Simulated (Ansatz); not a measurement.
**Equation of state of PbS from a dense series**

```yaml
crystal:
  lattice:
    - [0.00000, 2.96500, 2.96500]
    - [2.96500, 0.00000, 2.96500]
    - [2.96500, 2.96500, 0.00000]
  atoms:
    - { symbol: Pb, position: [0.00000, 0.00000, 0.00000] }
    - { symbol: S, position: [0.50000, 0.50000, 0.50000] }
```

Atom numbers follow the list: Pb1, S2.

The cell comes from COD entry 9000001, which wasn't checked; take it as a given geometry.

No spin–orbit coupling, which matters for the heavy atoms here.

The calculation used DFT, LDA, all-electron LAPW, scalar-relativistic (Ansatz 0.2.0).

The runs use a Γ-centred 8×8×8 k mesh, Fermi–Dirac smearing of 0.01 eV, basis error target 0.5 meV/atom, no spin polarisation.

The cell is scaled evenly. Fractional coordinates are held (clamped ions).

```csv
V (Å³/atom),P (GPa)
24.502,1.15
24.763,0.53
25.023,-0.13
25.414,-1.09
25.545,-1.40
25.805,-1.98
26.066,-2.53
26.327,-3.06
26.587,-3.55
26.718,-3.79
27.109,-4.47
27.630,-5.28
```

Task: Fit a third-order Birch–Murnaghan curve to the pressures.

Result: P = (3B0/2)(y^(7/2) − y^(5/2))[1 + (3/4)(B0′ − 4)(y − 1)] with y = (V0/V)^(2/3) fits within 0.05 GPa for V0 = 24.957 Å³/atom, B0 = 62.9 GPa and B0′ = 3.68.

Task: Predict the pressure at the withheld volume, 27.369 Å³/atom.

Result: There y = 0.9404, so the fit gives -4.89 GPa; the run gave -4.88 GPa.
